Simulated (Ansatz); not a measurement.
# TaC: zone-centre modes under pressure

TaC, Fm-3m, a = 4.414 Å. Ansatz: LDA, PAW, 420 eV, Γ-centred 16×16×16 mesh on 2 atoms, Fermi-Dirac smearing 0.15 eV; no spin polarisation. Cell and atoms are relaxed at each pressure with the symmetry kept; optical modes at Γ by linear response, in cm⁻¹, the highest.

```
P (GPa) V (Å³/atom)     ω1
      0       10.753  569.3
      5       10.608  584.3
     11       10.447  601.4
     22       10.180      ?
```

Q: Get the mode's Grüneisen parameter γ = −d ln ω/d ln V from the other rows and predict the missing frequency.

A: ln(V/V0) = 0.0000, -0.0136, -0.0289, -0.0548; a line through ln(ω/ω0) of the 3 known rows gives ω1: γ = 1.898, predicted 631.7, computed 630.1. The miss is 0.3 %, or 3 % of the shift under pressure, so a constant γ serves at that level. In a metal these frequencies hang on the mesh and smearing.

Spin–orbit coupling is left out, which can shift energies with elements as heavy as these.

Cost: 4 runs of about 1.5 core-minutes in all, on Intel Xeon Platinum 8488C (Sapphire Rapids) (shared hosts).